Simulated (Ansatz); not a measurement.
Cu:

```xyz
1
Lattice="-0.0044 1.7884 1.8385 1.8229 -0.0175 1.8516 1.7828 1.7614 0.0226" Properties=species:S:1:pos:R:3 pbc="T T T"
Cu    0.0000    0.0000    0.0000
```

The cell isn't the ideal one: cell sheared at random, sigma 0.01, atoms nudged by 0.01 Å.

```yaml
Program: Ansatz 0.2.0
Task: relaxation of cell and atoms
Functional: r2SCAN
Potentials_or_basis: Ansatz PAW
Cutoff: "500 eV (not typed: the program's choice for these potentials)"
k_mesh: 13 × 12 × 13
Occupations: fermi-dirac, width 0.05 eV
Spin: no spin polarisation
```

At the start: volume 11.81 Å³/atom.

How do energy, volume and symmetry change on relaxing?

It ends after 7 steps and the volume is 11.44 Å³/atom (-3.1 %); space group Fm-3m (No. 225, to 0.05 Å).

The path:
| step | energy change (eV) | largest force (eV/Å) | volume (Å³) |
| --- | --- | --- | --- |
| 1 | 0.0000 | 0.0000 | 11.81 |
| 2 | -0.0062 | 0.0000 | 11.61 |
| 3 | -0.0089 | 0.0000 | 11.41 |
| 4 | -0.0090 | 0.0000 | 11.44 |
| 5 | -0.0088 | 0.0000 | 11.44 |
| 6 | -0.0088 | 0.0000 | 11.44 |
| 7 | -0.0088 | 0.0000 | 11.44 |

Final structure:
```
Cu
1.0
     0.00257    1.77991    1.78611
     1.79692   -0.00836    1.79688
     1.78608    1.77994    0.00256
Cu
1
Direct
  0.00000 0.00000 0.00000
```

Caveat: the plane-wave basis is chosen anew once the cell has moved, so the energies of steps on either side of that aren't comparable; the PAW data sets come from PBE, with cores solved anew for the run's functional, which leaves a small shift of forces and pressure.
